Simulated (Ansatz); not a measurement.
## Run record: elastic constants by finite strains of BaZrO3 (Pm-3m)

Computed with PBEsol, all-electron PAW in Ansatz 0.2.0, datasets made for the crystal, scalar-relativistic; not a measurement.

Cell and atoms were relaxed beforehand by PAW with this functional.

Launched as:

```sh
ansatz run input.yaml --threads 2 --pin off --max-ram 6144MiB --backend cpu --events-out ev --progress --plain --runs-dir out
```

input.yaml:

```yaml
crystal:
  lattice:
    - [4.18061501459, 0.0, 0.0]
    - [0.0, 4.18061501459, 0.0]
    - [0.0, 0.0, 4.18061501459]
  atoms:
    - { symbol: Ba, position: [0.0, 0.0, 0.0] }
    - { symbol: Zr, position: [0.5, 0.5, 0.5] }
    - { symbol: O, position: [0.0, 0.5, 0.5] }
    - { symbol: O, position: [0.5, 0.0, 0.5] }
    - { symbol: O, position: [0.5, 0.5, 0.0] }
kpoints:
  mp_grid: { grid: [6, 6, 6] }
scf:
  occupations: { method: fixed }
hamiltonian:
  xc: pbesol
  pseudopotentials: { kind: all_electron, datasets: crystal }
elastic:
  mode: relaxed_ion
  stencil: two_point
  amplitude: 0.008
```

The program printed:

```
Warning: RAYON_NUM_THREADS=2 ignored (pool sized by the plan → 2); use --threads N
hamiltonian.pseudopotentials.datasets: crystal makes datasets for this crystal and solves the spheres of its atoms anew in each pass: cutoff 420.0 eV, the density's 1680.0 eV; recipe ba90bd80cecf.33, for an error of 0.50 meV an ...
Engine: ansatz 0.2.0, aarch64-unknown-linux-gnu
Pseudopotentials: kind: all_electron
Pseudopotential: Ba, paw, valence charge 10, recommended cutoff 420 eV (normal), crystal/all_electron/pbesol/scalar/gaussian/Ba, Koelling and Harmon's equation, gaussian nucleus
Pseudopotential: Zr, paw, valence charge 12, recommended cutoff 420 eV (normal), crystal/all_electron/pbesol/scalar/gaussian/Zr, Koelling and Harmon's equation, gaussian nucleus
Pseudopotential: O, paw, valence charge 6, recommended cutoff 420 eV (normal), crystal/all_electron/pbesol/scalar/gaussian/O, Koelling and Harmon's equation, gaussian nucleus
Functional definition: PBEsol
  exchange = pbesol_x
  correlation = pbesol_c
davidson cushion auto → on  (no smearing: the cushion is to keep the highest requested band from converging to the state above it; pin scf.eigensolver.cushion to override)
[... 157 lines left out ...]
        -0.000     -0.000     -0.000     85.467      0.000      0.000
         0.000      0.000     -0.000      0.000     85.467      0.000
        -0.000     -0.000     -0.000      0.000      0.000     85.467
  reference stress σ⁰ (GPa):      0.016      0.016      0.016     -0.000     -0.000     -0.000
  C* (energy form; C + prestress term) asymmetry max|C*_kj − C*_jk| = 2.842e-14 GPa — a small one proves nothing (zero by symmetry where the batch's group is 432, −43m or m−3m); a large one is finite-difference/SCF noise where ...
  moduli (Voigt/Reuss/Hill, GPa): K = 162.99/162.99/162.99   G = 99.43/96.68/98.05   E = 245.02   ν = 0.249
  mechanically stable: yes (min eigenvalue of sym C = 85.47 GPa)
  where every solve meets its electron count the energy-path curvature estimates C_jj along a normal strain and C_jj − ¼(σ⁰_aa + σ⁰_bb) along a shear (ab), closely only under elastic.basis: deformed
  strain η (Voigt 11):  stress-route row diagonal C_11 = 323.47 GPa, energy-path curvature d²(F+E_count)/dδ²/Ω₀ = 323.40 GPa
         δ    σ_11 (GPa)             F (eV)   n_scf  n_hpsi   n_pw
    -8.000e-3      -2.6823     -325291.9106805      12   43162   1430   relax 0 steps, max|allowed force component| 2.52e-30 eV/Å
     8.000e-3       2.4932     -325291.9108345      11   42621   1472   relax 0 steps, max|allowed force component| 2.60e-30 eV/Å
  strain η (Voigt 23):  stress-route row diagonal C_44 = 85.47 GPa, energy-path curvature d²(F+E_count)/dδ²/Ω₀ = 85.52 GPa
         δ    σ_23 (GPa)             F (eV)   n_scf  n_hpsi   n_pw
    -8.000e-3      -0.6837     -325291.9142291      11   54417   1452   relax 0 steps, max|allowed force component| 3.79e-29 eV/Å
     8.000e-3       0.6837     -325291.9142291      10   48382   1452   relax 0 steps, max|allowed force component| 4.80e-29 eV/Å
```

The calculation finished and met its thresholds.

**Strained cells**

Elastic constants of a crystal by Kohn-Sham DFT: slopes of the stress over finite engineering strains of the given cell, Voigt indices, Cartesian axes as in the input; stress of each strained cell less that at rest, tension positive.

```csv
strain component,strain,stress xx (GPa),stress yy (GPa),stress zz (GPa),stress yz (GPa),stress xz (GPa),stress xy (GPa),relaxation steps
xx,-0.008,-2.698,-0.6748,-0.6748,0,0,0,0
xx,0.008,2.477,0.6491,0.6491,0,0,0,0
yz,-0.008,-0.0032,-0.0032,-0.0032,-0.6837,0,0,0
yz,0.008,-0.0032,-0.0032,-0.0032,0.6837,0,0,0
```

### Elastic constants

```
Pressure at rest         : -0.016 GPa
Least elastic eigenvalue : 85.47 GPa
Elastically stable       : yes
```

| index | elastic (GPa) |
| --- | --- |
| 11 | 323.5 |
| 12 | 82.74 |
| 44 | 85.47 |

### Elastic moduli

Hill averages of a grain aggregate, Debye temperature from the mean sound speed over directions.

- Bulk modulus: 163 GPa
- Shear modulus: 98.05 GPa
- Young modulus: 245 GPa
- Poisson ratio: 0.2494
- Bulk over shear modulus: 1.662
- Elastic anisotropy index: 0.1421
- Least young modulus: 218.3 GPa
- Largest young modulus: 289.8 GPa
- Longitudinal sound speed: 6836 m/s
- Transverse sound speed: 3950 m/s
- Elastic debye temperature: 532.6 K
- Linear compressibility (x, y, z): 2.045, 2.045, 2.045 1/TPa
- Zener ratio: 0.7101
- Cauchy pressure: -2.72 GPa

Time and hardware: 60 s on 2 threads of Arm Neoverse V1, on a shared host, peak memory 0.86 GiB.
